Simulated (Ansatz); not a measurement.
## Ionic part of the dielectric constant of BN at 3 GPa, mode by mode

Theory: DFT PBEsol, scalar-relativistic, plane waves, PAW in Ansatz 0.2.0. Settings: 420 eV plane-wave cutoff, Γ-centred 12×12×4 mesh, fixed occupations. No spin polarisation. Phonons by linear response, acoustic sum rule imposed.

The structure is hexagonal, space group P6_3/mmc (No. 194). The conventional cell has a = 2.498 Å, b = 2.498 Å, c = 6.249 Å, α = 90.00°, β = 90.00°, γ = 120.00°. Around B (site symmetry -6m2) lie 3 N at 1.44 Å. Around N (site symmetry -6m2) lie 3 B at 1.44 Å.

The crystal is built of layers and no dispersion correction was added, so the binding between them is poorly described, and with it their spacing and whatever depends on it.

The primitive cell has V = 33.78 Å³ and ε∞,zz = 3.077. Each polar mode adds Δε = (4.92064×10⁷/V)·S/ν² along z, with S its oscillator strength in e²/amu, ν in cm⁻¹ and V in Å³.

Q: From these modes, find each Δε and ε0,zz.
```tsv
ν (cm⁻¹)	S_zz (e²/amu)
718.7	0.2647
```

A:
```
ν (cm⁻¹)    Δε
   718.7  0.75
```

The sum is 0.746, so ε0,zz = 3.82; the run's tensor has 3.82.

Q: Where do the longitudinal modes lie for a wave vector along z?

A: At 801 cm⁻¹. The Lyddane–Sachs–Teller product Π(ν_LO/ν_TO)² = 1.24 matches ε0/ε∞ = 1.24.

Cost: 1 run of about 1.3 core-minutes, on Arm Neoverse N1 (shared hosts).

The static response along z is mainly electronic: the lattice adds only 0.746 to an ε∞,zz of 3.077. All of that comes from one polar mode at 718.7 cm⁻¹, in which the B and N sublattices move against each other along the layer normal, buckling the sheets. The B–N bond is polar because nitrogen is the more electronegative, so this motion creates a dipole. Its oscillator strength, however, implies a dynamical charge well below the formal ionic value. This probably reflects the partly covalent bond: each flat sheet is a mirror plane, so buckling transfers no charge between N and B to first order, and the dipole is not enhanced by such a transfer.

The same dipole produces the macroscopic field that raises the longitudinal mode to 801 cm⁻¹. With a single polar mode in this direction, the Lyddane–Sachs–Teller agreement confirms that the frequencies and dielectric constants are mutually consistent, but it is no independent test of their accuracy. Nothing here measures the in-plane response, where bond stretching couples to the field much more strongly, so the dielectric anisotropy remains open.
